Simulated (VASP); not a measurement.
Tl, 1 atom in the cell. Symmetry: Fm-3m, No. 225, cubic system. The conventional cell has a = 4.797 Å, b = 4.797 Å, c = 4.797 Å, α = 90.00°, β = 90.00°, γ = 90.00°. Tl (site symmetry m-3m) has 12 Tl at 3.39 Å as nearest neighbours. This isn't the form of Tl at room conditions, which is hcp. The cell isn't the ideal one: volume scaled by 0.92.

| Property | Result |
| --- | --- |
| Program | VASP 6.6.1 |
| Task | relaxation of cell and atoms |
| Functional | r2SCAN |
| Dispersion | D4 |
| Potentials or basis | VASP PAW PBE potentials, release 64 (Tl_d_GW) |
| Cutoff | 680 eV |
| k mesh | 9 × 9 × 9 |
| Occupations | gaussian, width 0.05 eV |
| Spin | no spin polarisation |
| Further INCAR settings | ALGO = Normal; EDIFF = 1e-06; IBRION = 2; EDIFFG = -0.01; NSW = 40; ISIF = 3 |

Potentials or basis: VASP PAW PBE potentials, release 64 (Tl_d_GW).

Command:

```console
$ cat potpaw_PBE.64/Tl_d_GW/POTCAR > POTCAR
$ mpirun -np 1 vasp_std > vasp.out
```

Hardware: 1 thread of Intel(R) Xeon(R) 6975P-C (Granite Rapids), with other jobs on the host.

Task: How long does it take, and how much memory?

Result: Run time: 71 s on 1 thread of Intel(R) Xeon(R) 6975P-C (Granite Rapids), on a shared host, peak memory 0.2 GiB. Counts: scf iterations 27, k points 35, ion steps 2.
